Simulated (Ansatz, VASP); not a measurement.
## ZnO: VASP beside Ansatz

```
Zn O
1.0
    -0.04808    2.08569    2.08569
     2.08569   -0.04808    2.08569
     2.08569    2.08569   -0.04808
Zn O
1 1
Direct
  0.00000 0.00000 0.00000
  0.50000 0.50000 0.50000
```

Change from the starting cell: shear_111 strain -3.4%.

Alike in both runs: task single point; functional r2SCAN; k mesh 10 × 10 × 10; no spin polarisation.

|  | VASP | Ansatz |
| --- | --- | --- |
| version | VASP 6.6.1 | Ansatz 0.2.0 |
| potentials or method | VASP PAW PBE potentials, release 64 (Zn, O) | plane waves, PAW |
| plane-wave cutoff (eV) | 520 | 500 |
| occupations | gaussian, width 0.01 eV | fixed |
| valence electrons in the cell | 18 | 18 |

|  | VASP | Ansatz | Ansatz less VASP |
| --- | --- | --- | --- |
| gap on the k mesh at the Fermi level (eV) | 1.70 | 1.72 | +0.021 |
| pressure (GPa) | 8.7 | 7.1 | -1.60 |
| largest component of the traceless stress (GPa) | 2.07 | 2.11 | +0.041 |

Caveats: the PAW data sets were made with another functional, which shifts forces and pressure a little (VASP). A k mesh can miss the band edges.
